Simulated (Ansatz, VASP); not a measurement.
# N in VASP and in Ansatz

```
CELL_PARAMETERS angstrom
3.83385 0.00000 0.00000
-1.91693 3.32022 0.00000
0.00000 0.00000 7.28624
ATOMIC_POSITIONS crystal
N 0.33333 0.66667 0.32893
N 0.33333 0.66667 0.17107
N 0.66667 0.33333 0.82893
N 0.66667 0.33333 0.67107
```

Change from the starting cell: strain -0.080 along x and y, +0.040 along z, atoms carried along.

Alike in both runs: task single point; functional PBEsol; k mesh 6 × 6 × 4; occupations gaussian, width 0.05 eV; no spin polarisation.

|  | VASP | Ansatz |
| --- | --- | --- |
| version | VASP 6.6.1 | Ansatz 0.2.0 |
| potentials or method | VASP PAW PBE potentials, release 64 (N) | scalar-relativistic, plane waves, PAW |
| plane-wave cutoff (eV) | 520 | 420 |
| valence electrons in the cell | 20 | 20 |

VASP gave:

```
gap on the k mesh at the Fermi level (eV)       : 6.42
least direct gap on the mesh (eV)               : 6.59
pressure (GPa)                                  : -6.5
largest component of the traceless stress (GPa) : 13.46
rms of the force components (eV/Å)              : 2.928
```

Task: What did Ansatz give for the same quantities?

Result: gap on the k mesh at the Fermi level (eV): 6.45; least direct gap on the mesh (eV): 6.63; pressure (GPa): -7.6; largest component of the traceless stress (GPa): 15.88; rms of the force components (eV/Å): 3.464.

Atom by atom the forces differ by 0.536 eV/Å (rms over components). The functional is the same, so the differences come from potentials, cutoffs and numerics.

Caveats: the standard files for N, O and F lose accuracy on very short bonds; the PAW data sets were made with another functional, which shifts forces and pressure a little (VASP). A k mesh can miss the band edges.
